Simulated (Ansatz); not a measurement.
# GeSe: levels at named points, part 1 of 2

Aim: the gap, band edges and levels at named points of GeSe.

Program: Ansatz 0.2.0. Level of theory: DFT PBE+D3(BJ), scalar-relativistic, plane waves, PAW. These are calculated values, not measurements.

That is the level of the relaxation; later steps name their own.

1 further run of the same task is left out (set aside as unsound or not needed).

## 1. The starting structure

It takes space group Pnma (No. 62, orthorhombic). Conventional cell: a = 10.960 Å, b = 3.877 Å, c = 4.430 Å, α = 90.00°, β = 90.00°, γ = 90.00°. Ge (site symmetry m) has 3 Se at 2.58 to 2.60 Å as nearest neighbours. Se (site symmetry m) has 3 Ge at 2.58 to 2.60 Å as nearest neighbours.

As a file:

```
CELL_PARAMETERS angstrom
10.95991 0.00000 0.00000
0.00000 3.87654 0.00000
0.00000 0.00000 4.43010
ATOMIC_POSITIONS crystal
Ge 0.12322 0.75000 0.88584
Ge 0.62322 0.75000 0.61416
Ge 0.37678 0.25000 0.38584
Ge 0.87678 0.25000 0.11416
Se 0.85465 0.75000 0.50203
Se 0.35465 0.75000 0.99797
Se 0.64535 0.25000 0.00203
Se 0.14535 0.25000 0.49797
```

It is the result of an earlier relaxation at this level (volume 23.53 Å³/atom; gap on the mesh: 0.73 eV).

## 2. Band edges over the whole zone

input.yaml

```yaml
crystal:
  lattice:
    - [10.9599057379, 0.0, 0.0]
    - [0.0, 3.876542736, 0.0]
    - [0.0, 0.0, 4.4301029359]
  atoms:
    - { symbol: Ge, position: [0.1232228237, 0.75, 0.8858427794] }
    - { symbol: Ge, position: [0.6232228237, 0.75, 0.6141572206] }
    - { symbol: Ge, position: [0.3767771763, 0.25, 0.3858427794] }
    - { symbol: Ge, position: [0.8767771763, 0.25, 0.1141572206] }
    - { symbol: Se, position: [0.8546473719, 0.75, 0.5020252264] }
    - { symbol: Se, position: [0.3546473719, 0.75, -0.0020252264] }
    - { symbol: Se, position: [0.6453526281, 0.25, 1.0020252264] }
    - { symbol: Se, position: [0.1453526281, 0.25, 0.4979747736] }
basis:
  ecutwfc: 420
kpoints:
  mp_grid: { grid: [4, 8, 6] }
  band_path: { path: [VBM, CBM], npoints: 2 }
hamiltonian:
  xc: pbe
  dispersion: d3bj
scf:
  occupations: { method: gaussian, width: 0.02 }
output:
  forces: true
  stress: true
  eigenvalues: true
```

Launch:

```console
> ansatz run input.yaml --threads 4 --pin off --max-ram 10240MiB --backend cpu --events-out ev --progress --plain --runs-dir out
```

Log (excerpt; [...] marks lines left out):

```text
Warning: RAYON_NUM_THREADS=4 ignored (pool sized by the plan → 4); use --threads N
[...]
Pseudopotentials: kind: paw
Pseudopotential: Ge, paw, valence charge 14, recommended cutoff 420 eV (normal), Ge.paw.azcp
Pseudopotential: Se, paw, valence charge 16, recommended cutoff 420 eV (normal), Se.paw.azcp
Functional definition: PBE
[...]
Crystal: 8 atoms, lattice volume = 188.220 Å³
Basis set: ecut = 420 eV, 3699 PW (Γ), exchange–correlation on 150×54×60 points (8 copies of the dense FFT grid, shifted against one another)
Bands: 72, of which v1, the nominal top of the filled ones, is band 60 counted from 1 (59 counted from 0)
Symmetry: 8 space group operations
Space group: Pnma (ITA 62), of the structure as read, at distance tolerance 5.7e-5 Å
k-points: 60 of 192
[...]
SCF iter   1: F=—  HF=-39060.910852 eV  |F-HF|=—  |Δ(HF+E_count)|=         —  Δρ=1.39e-3  dr2=4.76e-3  ethr=1.77e-3  ⟨swp⟩=6.1  Hψ=14796  notcnv=0  defer=2
[...]
SCF iter   7: F=-39060.909176 eV  HF=-39060.909176 eV  |F-HF|=7.64e-10  |Δ(HF+E_count)|=   1.10e-7  Δρ=1.21e-6  dr2=2.64e-9  ethr=8.33e-11  ⟨swp⟩=8.0  Hψ=17882  notcnv=0
WARN: dispersion: an atom stands within reach of a switch of its C6 between two reference coordination numbers of its element: through that C6 alone, e_disp changes by 0.025 eV or more while the distances to its neighbours run over a stretch of 0.05 Å that contains this geometry (sites [...]
NSCF: frozen V_eff on 64 k-points
NSCF: frozen V_eff on 64 k-points
NSCF: frozen V_eff on 64 k-points
NSCF: frozen V_eff on 64 k-points
NSCF: frozen V_eff on 41 k-points
NSCF: frozen V_eff on 13 k-points
NSCF: frozen V_eff on 64 k-points
NSCF: frozen V_eff on 7 k-points
NSCF: frozen V_eff on 34 k-points
NSCF: frozen V_eff on 40 k-points
NSCF: frozen V_eff on 29 k-points
NSCF: frozen V_eff on 22 k-points
NSCF: frozen V_eff on 3 k-points
NSCF: frozen V_eff on 3 k-points
SCF converged after 7 iterations
Free energy (F): -39060.909176 eV
[...]
E sigma→0 (E₀):  -39060.909176 eV
Fermi energy:    8.671636 eV
[...]
--- Forces (eV/Å), atoms counted from 1 ---
  atom   1  Ge    -0.00007518     0.00000000     0.00153025
  atom   2  Ge    -0.00007518     0.00000000    -0.00153025
  atom   3  Ge     0.00007518     0.00000000     0.00153025
  atom   4  Ge     0.00007518     0.00000000    -0.00153025
  atom   5  Se     0.00019629     0.00000000     0.00162051
  atom   6  Se     0.00019629     0.00000000    -0.00162051
  atom   7  Se    -0.00019629     0.00000000     0.00162051
  atom   8  Se    -0.00019629     0.00000000    -0.00162051
[...]
--- Stress (GPa, compression-positive) ---
       -0.006972       0.000000       0.000000
        0.000000      -0.012720       0.000000
        0.000000       0.000000      -0.014184
  P = ⅓ Tr σ = -0.0113 GPa (-0.113 kbar)
--- Band table (eV; the first three rows and the last of 60) ---
[...]
```

It took 61 s on 4 threads of Arm Neoverse V1, shared host; peak memory 0.95 GiB.

## 3. Levels with PBE+D3(BJ) on the hybrid's mesh

Edit input.yaml of step 2 so:

```diff
@@ -17,4 +17,16 @@
 kpoints:
-  mp_grid: { grid: [4, 8, 6] }
-  band_path: { path: [VBM, CBM], npoints: 2 }
+  mp_grid: { grid: [2, 4, 4] }
+  band_path:
+    path:
+      - [0.0, 0.0, 0.0]
+      - [0.5, 0.0, 0.0]
+      - [0.5, 0.5, 0.0]
+      - [0.0, 0.5, 0.0]
+      - [0.0, 0.0, 0.5]
+      - [0.5, 0.0, 0.5]
+      - [0.5, 0.5, 0.5]
+      - [0.0, 0.5, 0.5]
+      - [0.0, 0.0, 0.34375]
+      - [0.0, 0.0, -0.067708]
+    npoints: 1
 hamiltonian:
@@ -24,2 +36,3 @@
   occupations: { method: gaussian, width: 0.02 }
+  n_extra_bands: 7
 output:
```

Launch:

```console
> ansatz run input.yaml --threads 4 --pin off --max-ram 10240MiB --backend cpu --events-out ev --progress --plain --runs-dir out
```

Log:

```text
Warning: RAYON_NUM_THREADS=4 ignored (pool sized by the plan → 4); use --threads N
scf.n_extra_bands = 7 over 60 filled bands (N_el = 120.0): the run solves 67 bands
Engine: ansatz 0.2.0, aarch64-unknown-linux-gnu
[... 4 set-up lines as earlier in the session ...]
  parameter kappa = 0.804
  parameter beta = 0.06672455060314922
  exchange = pbe_x(kappa = kappa, mu = beta*pi^2/3)
  correlation = pbe_c(beta = beta)
Crystal: 8 atoms, lattice volume = 188.220 Å³
Basis set: ecut = 420 eV, 3699 PW (Γ), exchange–correlation on 150×54×60 points (8 copies of the dense FFT grid, shifted against one another)
Bands: 67, of which v1, the nominal top of the filled ones, is band 60 counted from 1 (59 counted from 0)
[... 2 set-up lines as earlier in the session ...]
k-points: 18 of 32
Non-local potential: Ge, projectors of the file, l = 0: 2, l = 1: 2, l = 2: 3, l = 3: 1
Non-local potential: Se, projectors of the file, l = 0: 2, l = 1: 2, l = 2: 3, l = 3: 1
PAW form: soft (Blöchl's): semilocal exchange-correlation on the pseudo side does not see the compensation charge
PAW one-centre angular grid: Ge, 590 points (default); XC on 64 Gauss nodes
PAW one-centre angular grid: Se, 590 points (default); XC on 64 Gauss nodes
Initial density: superposition of atomic densities (neutral atoms: chi_scale 0, normalization atom), corrected by the library's trained network
Initial wavefunctions: pseudopotential atomic-orbital guess
Functional: x = pbe(κ = 0.804, μ = 0.2195149727645171), c = pbe(β = 0.06672455060314922)
SCF iter   1: F=—  HF=-39060.930659 eV  |F-HF|=—  |Δ(HF+E_count)|=         —  Δρ=1.20e-3  dr2=2.99e-3  ethr=1.77e-3  ⟨swp⟩=6.2  Hψ=4214  notcnv=0
preconditioner: auto → Resta (q_TF=auto, 2.531 Å⁻¹)  ε∞=5.2  [insulator: Δε(μ)=0.925 eV  Ē_g=8.310 eV  σ=0.020 eV  W_gap=1.00  n_scr=56 (ndim 8)  ℏωp=17.1 eV  f_vac=0.001  D(μ)=0.00/eV (n_scr^D=0)  ε∞_Penn≈5.2]
SCF iter   2: F=—  HF=-39060.929211 eV  |F-HF|=—  |Δ(HF+E_count)|=   1.45e-3  Δρ=7.02e-4  dr2=9.65e-4  ethr=2.50e-6  ⟨swp⟩=2.1  Hψ=2531  notcnv=0  defer=8
SCF iter   3: F=—  HF=-39060.929787 eV  |F-HF|=—  |Δ(HF+E_count)|=   5.75e-4  Δρ=2.10e-4  dr2=9.19e-5  ethr=8.04e-7  ⟨swp⟩=2.0  Hψ=2262  notcnv=0  defer=8
SCF iter   4: F=—  HF=-39060.929728 eV  |F-HF|=—  |Δ(HF+E_count)|=   5.89e-5  Δρ=9.43e-5  dr2=1.99e-5  ethr=7.66e-8  ⟨swp⟩=2.0  Hψ=2244  notcnv=0  defer=8
SCF iter   5: F=—  HF=-39060.929638 eV  |F-HF|=—  |Δ(HF+E_count)|=   9.01e-5  Δρ=2.71e-5  dr2=1.64e-6  ethr=1.65e-8  ⟨swp⟩=2.0  Hψ=2244  notcnv=0  defer=8
SCF iter   6: F=-39060.929639 eV  HF=-39060.929639 eV  |F-HF|=5.22e-8  |Δ(HF+E_count)|=   1.33e-6  Δρ=7.52e-6  dr2=9.19e-8  ethr=8.33e-11  ⟨swp⟩=6.3  Hψ=5190  notcnv=0
WARN: dispersion: an atom stands within reach of a switch of its C6 between two reference coordination numbers of its element: through that C6 alone, e_disp changes by 0.025 eV or more while the distances to its neighbours run over a stretch of 0.05 Å that contains this geometry (sites counted from 0 in the run's list of atoms or, in a supercell that it derives, in that cell's: here a list of 8) — site 0 (Ge): coordination number 3.236 (about 3.02 to 3.45 with every neighbour 0.05 Å farther or nearer), switch near 3.408 between the references 2.919 (weight 0.79) and 3.897 (weight 0.21), e_disp changing by some 0.03 eV; site 1 (Ge): coordination number 3.236 (about 3.02 to 3.45 with every neighbour 0.05 Å farther or nearer), switch near 3.408 between the references 2.919 (weight 0.79) and 3.897 (weight 0.21), e_disp changing by some 0.03 eV; site 2 (Ge): coordination number 3.236 (about 3.02 to 3.45 with every neighbour 0.05 Å farther or nearer), switch near 3.408 between the references 2.919 (weight 0.79) and 3.897 (weight 0.21), e_disp changing by some 0.03 eV; site 3 (Ge): coordination number 3.236 (about 3.02 to 3.45 with every neighbour 0.05 Å farther or nearer), switch near 3.408 between the references 2.919 (weight 0.79) and 3.897 (weight 0.21), e_disp changing by some 0.03 eV; some 0.12 eV in sum. This is how the published method behaves, and the energy and the forces stay consistent. Where you compare this geometry's total energy with another's, compare their components.e_disp too, and, where the geometries are yours to choose, keep both on one side of the switch, which a site's coordination number tells: a relaxation that ends in reach of it can search the other side under relax.adjacent_minimum: search, except where no move that the cell, the constraints and the symmetry allow carries the atom there
SCF 1 converged in 6 iterations: F = -39060.929639 eV  dr2 = 9.19e-8
NSCF: frozen V_eff on 10 k-points
SCF converged after 6 iterations
Free energy (F): -39060.929639 eV
Harris-Foulkes:  -39060.929639 eV  (|F-HF|=5.22e-8)
Internal energy: -39060.929639 eV  (E = F + TS)
E sigma→0 (E₀):  -39060.929639 eV
Fermi energy:    8.568176 eV
--- Per-component energies (eV) ---
  E_band       = -2114.162072
  E_kinetic    = 909.814818
  E_local      = -18940.641529  (includes V_loc(G=0)·N_el)
  E_nonlocal   = -725.790976
  E_hartree    = 8815.308264
  E_xc         = -717.341335
  E_vxc        = -647.844971  (∫ρ·V_xc dr)
  E_paw        = -15705.328241  (= ΣΔE_a)
  E_vpaw       = -340.320421  (= ΣTr[D̂ρ^β])
  E_aug_tail   = -0.001250  (compensation charges beyond the density's cutoff)
  E_ewald      = -12694.085287
  E_disp       = -2.864103  (pairwise vdW)
  E_smearing   = -0.000000  (= −TS)
  E_closure    = -0.000000  (closes the sum)
  Σ components = -39060.929639   (vs F -39060.929639, Δ=0.00e0)
--- Forces (eV/Å), atoms counted from 1 ---
  atom   1  Ge     0.04328753     0.00000000    -0.01839852
  atom   2  Ge     0.04328753     0.00000000     0.01839852
  atom   3  Ge    -0.04328753     0.00000000    -0.01839852
  atom   4  Ge    -0.04328753     0.00000000     0.01839852
  atom   5  Se    -0.01235275     0.00000000    -0.02458368
  atom   6  Se    -0.01235275     0.00000000     0.02458368
  atom   7  Se     0.01235275     0.00000000    -0.02458368
  atom   8  Se     0.01235275     0.00000000     0.02458368
  max |Σ_I F_I| component: 5.20e-18 eV/Å
--- Stress (GPa, compression-positive) ---
        0.155541       0.000000       0.000000
        0.000000       0.353534       0.000000
        0.000000       0.000000      -0.617294
  P = ⅓ Tr σ = -0.0361 GPa (-0.361 kbar)
--- Band table (eV; the first three rows and the last of 18) ---
  k-point 0: bands = ["-39.2669", "-39.2668", "-39.2667", "-39.2666", "-39.2655", "-39.2655", "-39.2652", "-39.2652", "-39.2308", "-39.2306", "-39.2305", "-39.2302", "-39.2268", "-39.2266", "-39.2266", "-39.2264", "-39.2159", "-39.2158", "-39.2155", "-39.2154", "-16.2665", "-16.2646", "-16.2624", "-16.2620", "-16.2613", "-16.2610", "-16.2608", "-16.2601", "-16.2372", "-16.2368", "-16.2317", "-16.2317", "-16.2305", "-16.2282", "-16.2190", "-16.2165", "-16.2150", "-16.2144", "-16.2122", "-16.2117", "-6.0532", "-5.6749", "-4.7543", "-4.1730", "0.3094", "0.9110", "2.4439", "2.7467", "3.0168", "4.6197", "4.8289", "4.8910", "5.0029", "5.4567", "6.2387", "6.4725", "6.9193", "7.2291", "7.4660", "8.1010", "9.0353", "10.9642", "10.9942", "11.0086", "11.3238", "11.6481", "11.8252"]
  k-point 1: bands = ["-39.2669", "-39.2668", "-39.2668", "-39.2667", "-39.2655", "-39.2654", "-39.2653", "-39.2652", "-39.2307", "-39.2305", "-39.2305", "-39.2303", "-39.2268", "-39.2267", "-39.2265", "-39.2264", "-39.2159", "-39.2158", "-39.2156", "-39.2155", "-16.2658", "-16.2640", "-16.2627", "-16.2625", "-16.2618", "-16.2613", "-16.2613", "-16.2605", "-16.2358", "-16.2351", "-16.2320", "-16.2315", "-16.2303", "-16.2286", "-16.2186", "-16.2169", "-16.2149", "-16.2140", "-16.2129", "-16.2121", "-5.7799", "-5.4170", "-4.7749", "-4.3015", "-0.3345", "0.6577", "1.0343", "1.9190", "3.4103", "5.1808", "5.3413", "5.7644", "5.8185", "5.9828", "6.3511", "6.8072", "6.8904", "7.2573", "7.8786", "8.0410", "9.3078", "9.7863", "10.3768", "10.7844", "10.8729", "11.4360", "11.7337"]
  k-point 2: bands = ["-39.2668", "-39.2668", "-39.2667", "-39.2667", "-39.2654", "-39.2654", "-39.2653", "-39.2653", "-39.2306", "-39.2306", "-39.2304", "-39.2304", "-39.2267", "-39.2267", "-39.2265", "-39.2265", "-39.2157", "-39.2157", "-39.2156", "-39.2156", "-16.2640", "-16.2640", "-16.2628", "-16.2628", "-16.2625", "-16.2625", "-16.2611", "-16.2611", "-16.2332", "-16.2332", "-16.2324", "-16.2324", "-16.2295", "-16.2295", "-16.2178", "-16.2178", "-16.2142", "-16.2142", "-16.2131", "-16.2131", "-5.1539", "-5.1539", "-4.8045", "-4.8045", "-0.3278", "-0.3278", "0.8172", "0.8172", "4.4783", "4.4783", "6.1009", "6.1009", "6.4492", "6.4492", "6.9309", "6.9309", "7.3485", "7.3485", "7.9142", "7.9142", "9.5412", "9.5412", "10.2380", "10.2380", "10.4501", "10.4501", "10.7622"]
  k-point 17: bands = ["-39.2669", "-39.2669", "-39.2669", "-39.2669", "-39.2650", "-39.2650", "-39.2650", "-39.2650", "-39.2305", "-39.2305", "-39.2305", "-39.2305", "-39.2267", "-39.2267", "-39.2267", "-39.2267", "-39.2155", "-39.2155", "-39.2155", "-39.2155", "-16.2674", "-16.2674", "-16.2674", "-16.2674", "-16.2565", "-16.2565", "-16.2565", "-16.2565", "-16.2344", "-16.2344", "-16.2344", "-16.2344", "-16.2256", "-16.2256", "-16.2256", "-16.2256", "-16.2103", "-16.2103", "-16.2103", "-16.2103", "-4.3973", "-4.3973", "-4.3973", "-4.3973", "0.4185", "0.4185", "0.4185", "0.4185", "3.5848", "3.5848", "3.5848", "3.5848", "4.3715", "4.3715", "4.3715", "4.3715", "6.8289", "6.8289", "6.8289", "6.8289", "10.8806", "10.8806", "10.8806", "10.8806", "13.1679", "13.1679", "13.1679"]
```

Run time: 5.9 s. Hardware: 4 threads of Arm Neoverse V1, shared host; peak memory 0.68 GiB.

Levels at named points, in eV from the top of the last band filled by count:

```csv
point,band 58,band 59,band 60,band 61,band 62,band 63
Γ,-1.08,-0.84,-0.20,0.73,2.66,2.69
X,-1.68,-0.45,-0.45,2.36,2.36,2.43
S,-1.52,-1.52,-1.52,1.48,1.48,1.48
Y,-1.40,-1.17,-1.17,1.11,1.11,1.21
Z,-0.96,-0.39,-0.39,1.24,1.24,1.93
U,-0.58,-0.53,-0.53,1.28,1.28,1.93
R,-1.48,-1.48,-1.48,2.58,2.58,2.58
T,-2.18,-1.49,-1.49,2.84,2.84,3.26
top*,-0.65,-0.52,0.00,1.01,1.38,1.55
bottom*,-1.00,-0.91,-0.21,0.73,2.54,2.68
```

* Points where the relaxation's level has its edges, typed into the path; another level's edges can lie beside them.

(Continued in part 2 of 2.)
